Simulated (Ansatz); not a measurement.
**Os: pressure up to the limit of the methods**

One table from this session's results is given with a row withheld; the runs are named, their logs left out.

Computed with Ansatz 0.2.0 (DFT, PBE, PAW with Ansatz's default frozen-core files, scalar-relativistic, unless a step's input says otherwise).

## The structure to begin with

The structure is hexagonal, space group P6/mmm (No. 191). Conventional cell: a = 2.633 Å, b = 2.633 Å, c = 2.475 Å, α = 90.00°, β = 90.00°, γ = 120.00°. Around Os (site symmetry 6/mmm) lie 8 Os at 2.47 to 2.63 Å.

Coordinates:

```
CELL_PARAMETERS angstrom
2.63262 0.00000 0.00000
-1.31631 2.27991 0.00000
0.00000 0.00000 2.47466
ATOMIC_POSITIONS crystal
Os 0.00000 0.00000 0.00000
```

Whether this phase is the stable one at these pressures isn't tested.

Set-up of the first run:

input.yaml reads:

```yaml
crystal:
  lattice:
    - [2.6326186943, 0.0, 0.0]
    - [-1.3163093472, 2.2799146678, 0.0]
    - [0.0, 0.0, 2.4746615727]
  atoms:
    - { symbol: Os, position: [0.0, 0.0, 0.0] }
kpoints:
  mp_grid: { grid: [16, 16, 15] }
scf:
  occupations: { method: fermi_dirac, width: 0.05 }
hamiltonian:
  xc: pbe
  pseudopotentials: { kind: paw }
output:
  forces: true
  stress: true
  write_density: true
  write_potential: true
  elf: true
  volumetric_format: npy
relax:
  f_tol: 0.005
  max_steps: 40
  cell: {}
```

Command:

```console
$ ansatz run input.yaml --threads 1 --pin off --max-ram 2048MiB --backend cpu --events-out ev --progress --plain --runs-dir out
```

Among the steps run: Cell relaxed at zero pressure, PAW; More of the same log: cell relaxed at zero pressure; Volume scaled by 1, PAW; Shape and atoms relaxed at 0.88 of the volume, PAW; Volume scaled by 0.88, PAW; Shape and atoms relaxed at 0.78 of the volume, PAW; Volume scaled by 0.78, PAW; Shape and atoms relaxed at 0.68 of the volume, PAW; Volume scaled by 0.68, PAW; Shape and atoms relaxed at 0.58 of the volume, PAW; Volume scaled by 0.58, PAW; Shape and atoms relaxed at 0.5 of the volume, PAW; Volume scaled by 0.5, PAW; Shape and atoms relaxed at 0.43 of the volume, PAW; Volume scaled by 0.43, PAW; Volume scaled by 0.43, PAW (cutoff 1000 eV).

One table of the session follows, with a row left open; its other results are not shown here.

```
              method  volume over the first  volume (Å³/atom)  pressure (GPa)
                 PAW                      1            15.785           -0.04
                 PAW                   0.88            13.891           52.77
                 PAW                   0.78            12.312          135.25
                 PAW                   0.68            10.734          284.92
                 PAW                   0.58                 ?               ?
                 PAW                    0.5             7.893          993.77
                 PAW                   0.43             6.788         1668.66
PAW (cutoff 1000 eV)                   0.43             6.788         1668.08
```

**Question.** Estimate the row for PAW, 0.58.

As computed: volume (Å³/atom): 9.155; pressure (GPa): 567.65. In the column «volume (Å³/atom)» it lies between PAW, 0.5 (7.893) and PAW, 0.68 (10.734).
